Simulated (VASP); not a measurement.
AlNi: single point with PBE

Crystal: AlNi.

```
Al Ni
1.0
     1.93869   -1.95319    0.00000
     1.93869    1.95319    0.00000
     0.00000    0.00000    3.09943
Al Ni
1 1
Direct
  0.00000 0.00000 0.00000
  0.50000 0.50000 0.50000
```

The cell comes from a database or a generator and needn't be the stable form of this composition.

```yaml
Program: VASP 6.6.1
Task: single point
Functional: PBE
Potentials_or_basis: VASP PAW PBE potentials, release 64 (Al, Ni)
Cutoff: 520 eV
k_mesh: 20 × 20 × 18
Occupations: gaussian, width 0.15 eV
Spin: no spin polarisation
Dipole_correction: no
Further_INCAR_settings: ALGO = Fast; EDIFF = 1e-06; NBANDS = 14
```

```
Pressure               : 5.8 GPa
Band gap on the k mesh : none (metal or under the smearing width)
```

Stress tensor (GPa, compression positive):
```
8.86 0.00 0.00
0.00 7.27 0.00
0.00 0.00 1.37
```

Levels at points of the mesh, in eV from the Fermi level:
| k point | band 5 | band 6 | band 7 | band 8 | band 9 | band 10 |
| --- | --- | --- | --- | --- | --- | --- |
| (0.00, 0.00, 0.00) | -1.64 | -1.36 | 2.94 | 7.04 | 7.09 | 7.16 |
| (0.50, 0.00, 0.00) | -2.08 | -1.53 | -0.36 | 7.80 | 7.92 | 9.37 |
| (0.50, 0.50, 0.00) | -2.44 | -2.32 | -0.85 | 2.23 | 3.27 | 10.79 |
| (0.00, 0.00, 0.50) | -2.07 | -1.32 | -1.25 | 8.40 | 11.22 | 11.26 |
| (0.50, 0.00, 0.50) | -2.00 | -1.91 | -1.23 | 1.32 | 2.18 | 13.61 |
| (0.50, 0.50, 0.50) | -0.84 | 1.86 | 2.10 | 2.22 | 3.93 | 4.05 |

Run time: 110 s on 1 thread of Intel(R) Xeon(R) 6975P-C (Granite Rapids) (shared host), peak memory 0.45 GiB.

Spin polarisation is off, so any magnetic state and its effect on volume and gap are missing.
